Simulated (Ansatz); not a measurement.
## MgSe under changes of volume

One of the cells (20.246 Å³/atom); the others are scaled copies at fixed shape and fractional positions:

```
CELL_PARAMETERS angstrom
0.00000 2.72550 2.72550
2.72550 0.00000 2.72550
2.72550 2.72550 0.00000
ATOMIC_POSITIONS crystal
Se 0.50000 0.50000 0.50000
Mg 0.00000 0.00000 0.00000
```

```yaml
Program: Ansatz 0.2.0
Functional: PBE0
Potentials_or_basis: Ansatz PAW
Cutoff: "420 eV (not typed: the program's choice for these potentials)"
k_mesh: 6 × 6 × 6
Occupations: fermi-dirac, width 0.05 eV
Spin: no spin polarisation
```

```csv
volume (Å³/atom),energy over the lowest point (meV/atom),pressure (GPa),gap on the mesh (eV)
19.031,21.85,5.4,3.49
19.436,10.45,3.6,3.45
19.841,3.30,2.0,3.41
20.246,0.00,0.6,3.37
20.651,0.18,-0.7,3.33
21.056,?,?,?
21.461,9.68,-3.0,3.25
```

Task: What does the run at 21.056 Å³/atom give?

Result: Energy over the lowest point 3.50 meV/atom; pressure -1.9 GPa; gap on the mesh 3.29 eV.

Worked out: A Birch-Murnaghan fit of order 3 (a polynomial in V^(-2/3)) to the other rows has its minimum at 20.43 Å³/atom with B0 = V·E''(V) = 66 GPa and B' = 4.0. It gives 3.50 meV/atom at 21.056 Å³/atom, against the run's 3.50, and -dE/dV = -1.9 GPa, against -1.9. A straight line through the other rows of the gap, of slope -2 eV per unit of ln V, gives 3.29 eV, against the run's 3.29.

Energies are extrapolated to zero smearing.

Caveats: the PAW data sets come from PBE, with cores solved anew for the run's functional, which leaves a small shift of forces and pressure; the thresholds are loose for stress.

A mesh can miss the band edges. Spin-orbit coupling on Se is left out.
